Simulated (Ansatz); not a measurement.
# Te (Tellurium): the cost of one run

Computed with Ansatz 0.2.0 (DFT PBE+D3(BJ), scalar-relativistic, plane waves, PAW, unless a step's input says otherwise).

The COD entry's cell or inner coordinates are ideal or old and differ from later refinements, so a difference from it is no clean test against experiment.

2 further runs of the same task are left out: 2 set aside as unsound or not needed.

## 1. Starting point

The structure is trigonal, space group P3_121 (No. 152). Conventional cell: a = 4.317 Å, b = 4.317 Å, c = 5.969 Å, α = 90.00°, β = 90.00°, γ = 120.00°. Around Te (site symmetry 2) lie 6 Te at 2.91 to 3.35 Å.

As a file:

```cif
data_structure
_symmetry_space_group_name_H-M 'P3_121'
_symmetry_Int_Tables_number 152
_cell_length_a 4.3166
_cell_length_b 4.3166
_cell_length_c 5.9691
_cell_angle_alpha 90.000
_cell_angle_beta 90.000
_cell_angle_gamma 120.000
_cell_volume 96.32
loop_
_atom_site_label
_atom_site_type_symbol
_atom_site_symmetry_multiplicity
_atom_site_Wyckoff_symbol
_atom_site_fract_x
_atom_site_fract_y
_atom_site_fract_z
_atom_site_occupancy
Te1 Te 3 a 0.28475 0.00000 0.33333 1
```

It is the result of an earlier relaxation at this level (volume 32.11 Å³/atom; gap on the mesh: none (metal)).

The bulk reference comes from a run made before at the same settings: -6980.3958 eV/atom.

## 2. The (100) slab

Planes are indexed in the bulk's conventional cell (P3_121 (No. 152)), a = 4.317 Å, b = 4.317 Å, c = 5.969 Å, α = 90.00°, β = 90.00°, γ = 120.00°.

The slab is a (100) slab, 13.3 Å thick as cut, with 15 Å of vacuum; its outer planes are Te (top) and Te (bottom).

The slab as cut. Its planes from the bottom up:

```tsv
plane	atoms per cell	height over the lowest (Å)
1	Te	0.00
2	Te	1.06
3	Te	2.13
4	Te	3.74
5	Te	4.80
6	Te	5.87
7	Te	7.48
8	Te	8.54
9	Te	9.61
10	Te	11.21
11	Te	12.28
12	Te	13.34
```

## 3. Single point on the unrelaxed (100) slab

A dipole layer in the vacuum cancels the field that periodic copies would set up if the slab's two faces differ.

File input.yaml:

```yaml
crystal:
  lattice:
    - [4.3165953902, 0.0, 0.0]
    - [0.0, 5.9691302701, 0.0]
    - [0.0, 0.0, 28.3438257303]
  atoms:
    - { symbol: Te, position: [0.6423770566, 0.0, 0.2646078928] }
    - { symbol: Te, position: [0.2152458868, 0.3333333333, 0.3021642543] }
    - { symbol: Te, position: [0.6423770566, 0.6666666667, 0.3397206159] }
    - { symbol: Te, position: [0.1423770566, 0.0, 0.3964983899] }
    - { symbol: Te, position: [0.7152458868, 0.3333333333, 0.4340547514] }
    - { symbol: Te, position: [0.1423770566, 0.6666666667, 0.471611113] }
    - { symbol: Te, position: [0.6423770566, 0.0, 0.528388887] }
    - { symbol: Te, position: [0.2152458868, 0.3333333333, 0.5659452486] }
    - { symbol: Te, position: [0.6423770566, 0.6666666667, 0.6035016101] }
    - { symbol: Te, position: [0.1423770566, 0.0, 0.6602793841] }
    - { symbol: Te, position: [0.7152458868, 0.3333333333, 0.6978357457] }
    - { symbol: Te, position: [0.1423770566, 0.6666666667, 0.7353921072] }
basis:
  ecutwfc: 420
kpoints:
  mp_grid: { grid: [8, 6, 1] }
hamiltonian:
  xc: pbe
  dispersion: d3bj
scf:
  occupations: { method: gaussian, width: 0.1 }
output:
  forces: true
  stress: true
  eigenvalues: true
  write_density: true
  write_potential: true
  elf: true
  volumetric_format: npy
efield:
  axis: 3
  dipole_correction: true
```

The run is started by

```console
ansatz run input.yaml --threads 2 --pin off --max-ram 5120MiB --backend cpu --events-out ev --progress --plain --runs-dir out
```

**Question.** How long does this run take on 2 threads of Intel Xeon at 2.70GHz, shared host, and how much memory does it need?

About 3.5 min, with a peak of 2.1 GiB.
